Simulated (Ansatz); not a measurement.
# SrO: the cost of one run

Program: Ansatz 0.2.0. Level of theory: DFT PBE, scalar-relativistic. These are calculated values, not measurements.

### Step 1. The system as given

The structure is cubic, space group Fm-3m (No. 225). Conventional cell: a = 5.140 Å, b = 5.140 Å, c = 5.140 Å, α = 90.00°, β = 90.00°, γ = 90.00°. Around Sr (site symmetry m-3m) lie 6 O at 2.57 Å. Around O (site symmetry m-3m) lie 6 Sr at 2.57 Å.

Structure file:

```cif
data_structure
_symmetry_space_group_name_H-M 'P 1'
_symmetry_Int_Tables_number 1
_cell_length_a 3.6342
_cell_length_b 3.6342
_cell_length_c 3.6342
_cell_angle_alpha 60.000
_cell_angle_beta 60.000
_cell_angle_gamma 60.000
_cell_volume 33.94
loop_
_atom_site_label
_atom_site_type_symbol
_atom_site_fract_x
_atom_site_fract_y
_atom_site_fract_z
_atom_site_occupancy
Sr1 Sr 0.00000 0.00000 0.00000 1
O1 O 0.50000 0.50000 0.50000 1
```

Atoms are numbered in the order of the input: Sr1, O2.

### Step 2. After the deformation

Space group Fm-3m before, I4/mmm after.

### Step 3. Full-potential LAPW

input.yaml reads:

```yaml
crystal:
  lattice:
    - [0.0, 2.492706, 2.5698]
    - [2.492706, 0.0, 2.5698]
    - [2.492706, 2.492706, 0.0]
  atoms:
    - { symbol: Sr, position: [0.0, 0.0, 0.0] }
    - { symbol: O, position: [0.5, 0.5, 0.5] }
kpoints:
  mp_grid: { grid: [8, 8, 8] }
  band_path:
    path:
      - [0.0, 0.0, 0.0]
      - [0.0, 0.5, 0.5]
      - [0.25, 0.75, 0.5]
      - [0.0, 0.5, 0.0]
      - [0.0, 0.0, 0.0]
      - [0.5, 0.5, 0.0]
      - [0.3676125, 0.6323875, 0.0]
      - [-0.3676125, 0.3676125, 0.0]
      - [0.0, 0.0, 0.0]
    npoints: 5
scf:
  occupations: { method: fermi_dirac, width: 0.02 }
hamiltonian:
  xc: pbe
  pseudopotentials: { kind: all_electron, lapw: { basis_error: 0.00025 } }
output:
  forces: true
  stress: true
  eigenvalues: true
```

Launch:

```
$ ansatz run input.yaml --threads 1 --pin off --max-ram 3072MiB --backend cpu --events-out ev --progress --plain --runs-dir out
```

**Question.** How long does this run take on 1 thread of Intel Xeon Platinum 8488C (Sapphire Rapids), shared host, and how much memory does it need?

About 13 s, with a peak of 0.38 GiB.
